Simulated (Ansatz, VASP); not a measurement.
## C in VASP and in Ansatz

File INCAR:

```
  PREC = Accurate
  ENCUT = 520
  EDIFF = 1E-6
  ISMEAR = 0
  SIGMA = 0.02
  LREAL = F
  LASPH = T
  NELM = 80
  ALGO = Normal
  ISIF = 2
  LWAVE = F
  LCHARG = F
  GGA = PS
  IBRION = 2
  NSW = 60
  EDIFFG = -0.002
```

File KPOINTS:

```
regular mesh
0
Gamma
  9 9 6
```

File POSCAR:

```
C
1.0
    2.4995962376      0.0000000000      0.0000000000
   -1.2497981188      2.1647138410      0.0000000000
    0.0000000000      0.0000000000      4.1189829197
C
4
Direct
    0.3333333333      0.6666666667      0.0000901342
    0.6666666667      0.3333333333      0.5000901342
    0.3333333333      0.6666666667      0.3739098658
    0.6666666667      0.3333333333      0.8739098658
```

Input for Ansatz:

```yaml
crystal:
  lattice:
    - [2.4995962383, 0.0, 0.0]
    - [-1.2497981191, 2.1647138416, 0.0]
    - [0.0, 0.0, 4.1189829196]
  atoms:
    - { symbol: C, position: [0.3333333333, 0.6666666667, 9.0134e-05] }
    - { symbol: C, position: [0.6666666667, 0.3333333333, 0.500090134] }
    - { symbol: C, position: [0.3333333333, 0.6666666667, 0.373909866] }
    - { symbol: C, position: [0.6666666667, 0.3333333333, 0.873909866] }
basis:
  ecutwfc: 600.0
kpoints:
  mp_grid: { grid: [9, 9, 6] }
hamiltonian:
  xc: pbesol
  pseudopotentials: { kind: paw, azcp: { folder: soft_1 } }
scf:
  occupations: { method: gaussian, width: 0.02 }
output:
  forces: true
  stress: true
  eigenvalues: true
  write_density: true
  write_potential: true
  elf: true
  volumetric_format: npy
relax:
  adjacent_minimum: "off"
  f_tol: 0.002
  max_steps: 40
```

Change from the starting cell: strained cell.

Alike in both runs: task relaxation of the atoms; functional PBEsol; k mesh 9 × 9 × 6; occupations gaussian, width 0.02 eV; no spin polarisation.

|  | VASP | Ansatz |
| --- | --- | --- |
| version | VASP 6.6.1 | Ansatz 0.2.0 |
| potentials or method | VASP PAW PBE potentials, release 64 (C) | scalar-relativistic, plane waves, PAW |
| plane-wave cutoff (eV) | 520 | 600 |
| valence electrons in the cell | 16 | 16 |

```csv
,VASP,Ansatz,Ansatz less VASP
"gap on the k mesh at the Fermi level, each at its own relaxed structure (eV)",3.03,3.05,+0.022
```

Ansatz warned: «pseudo_functional_mismatch».

Caveats: an odd mesh through Γ misses points on the zone boundary, where band edges often lie.
